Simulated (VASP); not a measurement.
A run of VASP 6.6.1 is set up as follows.

The input INCAR:

```
PREC = Accurate ; ENCUT = 600
EDIFF = 1E-7 ; ISMEAR = -1
SIGMA = 0.05 ; LREAL = False
LASPH = True ; NELM = 150
ALGO = Normal ; ISIF = 3
LWAVE = False ; LCHARG = False
LNONCOLLINEAR = True ; MAGMOM = 0 0 0
LORBIT = 11 ; GGA = RE
IVDW = 13 ; IBRION = 2
NSW = 80 ; EDIFFG = -0.02
```

File KPOINTS:

```
regular mesh
0
Gamma
  8 8 8
```

Contents of POSCAR:

```
Mg
1.0
    0.0000000000      2.3025742669      2.3025742669
    2.3025742669      0.0000000000      2.3025742669
    2.3025742669      2.3025742669      0.0000000000
Mg
1
Direct
    0.0000000000      0.0000000000      0.0000000000
```

Potentials or basis: VASP PAW PBE potentials, release 64 (Mg).

Launch:

```bash
$ cat potpaw_PBE.64/Mg/POTCAR > POTCAR
$ mpirun -np 1 vasp_ncl > vasp.out
```

**Question.** What does it give for the net moment?

**Answer.** 0.00 μB per cell.

**Question.** Predict the band gap on the k mesh.

**Answer.** None (metal or under the smearing width).

**Question.** What does it give for the dispersion energy per atom?

**Answer.** -0.269 eV.

**Question.** Estimate the relaxed cell.

**Answer.** a = 3.204 Å, b = 3.204 Å, c = 3.204 Å, α = 60.00°, β = 60.00°, γ = 60.00°.

Final structure:
```cif
data_structure
_symmetry_space_group_name_H-M 'P 1'
_symmetry_Int_Tables_number 1
_cell_length_a 3.2044
_cell_length_b 3.2044
_cell_length_c 3.2044
_cell_angle_alpha 60.000
_cell_angle_beta 60.000
_cell_angle_gamma 60.000
_cell_volume 23.27
loop_
_atom_site_label
_atom_site_type_symbol
_atom_site_fract_x
_atom_site_fract_y
_atom_site_fract_z
_atom_site_occupancy
Mg1 Mg 0.00000 0.00000 0.00000 1
```
